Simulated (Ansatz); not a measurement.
**Ta2C: changing the Hubbard U on Ta d**

The cell as given:

```
Ta C
1.0
     3.10590    0.00000    0.00000
    -1.55295    2.68979    0.00000
     0.00000    0.00000    4.94640
Ta C
2 1
Direct
  0.66667 0.33333 0.74799
  0.33333 0.66667 0.25201
  0.00000 0.00000 0.00000
```

Kept alike: task relaxation of cell and atoms; functional PBEsol; k mesh 10 × 10 × 6; occupations fermi-dirac, width 0.05 eV; no spin polarisation. Program: Ansatz, Ansatz PAW, cutoff 420 eV. The mesh is that of the run's cell of 3 atoms. No spin-orbit coupling.

| run | volume (Å³/atom) | first edge of the run's cell (Å) | third edge of the run's cell (Å) |
| --- | --- | --- | --- |
| A | 13.642 | 3.098 | 4.923 |
| B | 13.803 | 3.111 | 4.940 |
| C | 13.766 | 3.107 | 4.938 |
| D | 13.731 | 3.105 | 4.935 |
| E | 13.670 | 3.100 | 4.927 |
| F | 13.893 | 3.122 | 4.936 |
| G | 13.701 | 3.103 | 4.931 |
| H | 13.614 | 3.096 | 4.919 |

U acts here on a shell without spin polarisation. The relaxations keep at least the cell's symmetry (P-3m1). For a metal such a mesh leaves the last digits unconverged. Relaxations stop with a little pressure left, so the last digits of a volume or edge aren't settled. Ansatz's relaxations hold a Pulay term in the stress (up to 0.2 GPa here). How U acts hangs on the program's projectors. All rows use potentials made for PBE. U is the effective U - J on orthogonalised atomic projectors. Double counting: fully localised limit (the default).

The runs differ in the Hubbard U on Ta d alone: 0; 1; 2; 3; 4; 5; 6; 8 eV. Which run is which?

Run A is 1 eV; run B is 6 eV; run C is 5 eV; run D is 4 eV; run E is 2 eV; run F is 8 eV; run G is 3 eV; run H is 0 eV. The volume rises from 13.614 to 13.893 Å³/atom between 0 and 8 eV. The first edge of the run's cell rises from 3.096 to 3.122 Å between 0 and 8 eV. The third edge of the run's cell runs from 4.919 (0) to 4.940 Å (6).

The volume grows at every step in U, and so does the first edge, whereas the third edge breaks the pattern by slipping back slightly at 8 eV. Up to about 5 eV the cell expands almost evenly in both directions; beyond that the growth is mainly in the basal plane.

Ta2C is held together by Ta d–C p covalency and by direct Ta–Ta d bonding, both of which rely on broad, partly filled 5d bands. With this double counting, U pushes less than half-filled d orbitals up in energy, which probably weakens their mixing with C p and their share in the metal–metal bonds, so the lattice loosens. The late anisotropy may reflect a shift of charge among d orbitals of different orientation, but the cell edges alone cannot establish this.

Because the 5d electrons are itinerant and well screened, a large U has little physical basis here. The closeness of the starting cell to the result at 5 eV is therefore no argument for that value.
